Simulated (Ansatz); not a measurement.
A first, cheap relaxation of `CCCS`.

```yaml
crystal:
  periodic: [false, false, false]
  atoms:
    - {symbol: C, position_ang: [-0.026600, 1.460600, 0.660200]}
    - {symbol: C, position_ang: [0.212000, 0.510000, -0.454400]}
    - {symbol: C, position_ang: [-0.120800, -0.970900, 0.018700]}
    - {symbol: S, position_ang: [0.255100, -2.103600, -1.323700]}
    - {symbol: H, position_ang: [0.201900, 2.484200, 0.307600]}
    - {symbol: H, position_ang: [0.513900, 1.289000, 1.519800]}
    - {symbol: H, position_ang: [-1.130600, 1.464600, 0.929900]}
    - {symbol: H, position_ang: [-0.336400, 0.734600, -1.376500]}
    - {symbol: H, position_ang: [1.294500, 0.575200, -0.705500]}
    - {symbol: H, position_ang: [-1.170100, -1.019200, 0.249400]}
    - {symbol: H, position_ang: [0.465900, -1.205600, 0.850000]}
    - {symbol: H, position_ang: [-0.147800, -3.218700, -0.671700]}
basis:
  gaussian: {orbitals: def2-SVP}
hamiltonian: {xc: pbe, dispersion: d4}
relax: {f_tol: 0.03, max_steps: 200}
```

```sh
$ ansatz run in.yaml --threads 4 --pin off --events-out ev --progress --plain --max-ram 10444MiB
```

Shortened log:

```
Functional definition: PBE
mean field -14061.50733443 eV, -516.7508633083 hartree, gradient 3.8e-5 eV, S^2 0.000000; 0 other end points of the search recorded, 0 dependent functions left out
relax step   1: F+E_penalty+E_count = -14061.71967458 eV  Δ(F+E_penalty+E_count) = +0.000e0 eV  max|allowed force component| = 3.172e0 eV/Å  Δτ_max = 0.0000 Å  (26 SCF iters, accepted)
mean field -14061.82938337 eV, -516.7626983884 hartree, gradient 1.8e-5 eV, S^2 0.000000; 0 other end points of the search recorded, 0 dependent functions left out
relax step   2: F+E_penalty+E_count = -14062.03979688 eV  Δ(F+E_penalty+E_count) = -3.201e-1 eV  max|allowed force component| = 1.059e0 eV/Å  Δτ_max = 0.0713 Å  (28 SCF iters, accepted)
mean field -14061.85660826 eV, -516.7636988847 hartree, gradient 2.1e-5 eV, S^2 0.000000; 0 other end points of the search recorded, 0 dependent functions left out
relax step   3: F+E_penalty+E_count = -14062.06823103 eV  Δ(F+E_penalty+E_count) = -2.843e-2 eV  max|allowed force component| = 4.664e-1 eV/Å  Δτ_max = 0.0602 Å  (28 SCF iters, accepted)
mean field -14061.87593975 eV, -516.7644093038 hartree, gradient 2.1e-5 eV, S^2 0.000000; 0 other end points of the search recorded, 0 dependent functions left out
relax step   4: F+E_penalty+E_count = -14062.08657166 eV  Δ(F+E_penalty+E_count) = -1.834e-2 eV  max|allowed force component| = 3.396e-2 eV/Å  Δτ_max = 0.0376 Å  (29 SCF iters, accepted)
mean field -14061.87626131 eV, -516.7644211210 hartree, gradient 2.1e-5 eV, S^2 0.000000; 0 other end points of the search recorded, 0 dependent functions left out
relax step   5: F+E_penalty+E_count = -14062.08690079 eV  Δ(F+E_penalty+E_count) = -3.291e-4 eV  max|allowed force component| = 2.134e-2 eV/Å  Δτ_max = 0.0103 Å  (29 SCF iters, accepted)
mean field -14061.87626131 eV, -516.7644211210 hartree, gradient 2.5e-5 eV, S^2 0.000000; 1 other end points of the search recorded, 0 dependent functions left out
Total energy: -14062.08693299 eV, -516.7721631625 hartree
Atom 0 at    -0.059947     1.511761     0.647774 Å, force    -0.001187    -0.003254    -0.004142 eV/Å
Atom 1 at     0.226344     0.473238    -0.438573 Å, force    -0.000214     0.005229     0.006873 eV/Å
Atom 2 at    -0.115457    -0.950465     0.002448 Å, force     0.000358     0.005894     0.000233 eV/Å
Atom 3 at     0.263346    -2.119081    -1.367717 Å, force     0.008735     0.003821    -0.021340 eV/Å
Atom 4 at     0.195264     2.533835     0.302912 Å, force    -0.000372     0.000886     0.000584 eV/Å
Atom 5 at     0.530106     1.312919     1.566684 Å, force     0.000066    -0.005004     0.000287 eV/Å
Atom 6 at    -1.132246     1.514623     0.934746 Å, force    -0.000054    -0.002620     0.000789 eV/Å
Atom 7 at    -0.351018     0.714507    -1.357603 Å, force    -0.000546     0.003561    -0.001873 eV/Å
Atom 8 at     1.298500     0.513065    -0.730370 Å, force     0.002106     0.003027    -0.000476 eV/Å
Atom 9 at    -1.191665    -1.024426     0.265069 Å, force    -0.000915     0.002781     0.002295 eV/Å
Atom 10 at     0.475551    -1.228155     0.900439 Å, force    -0.000460     0.002596     0.001002 eV/Å
Atom 11 at    -0.127779    -3.251622    -0.722009 Å, force    -0.007518    -0.016918     0.015767 eV/Å
Dipole moment:    -0.101597     0.080600     0.290066 e Å
```

Run time 6 s (4 threads of an Arm Neoverse V1 on a shared host); peak host memory 0.14 GiB.
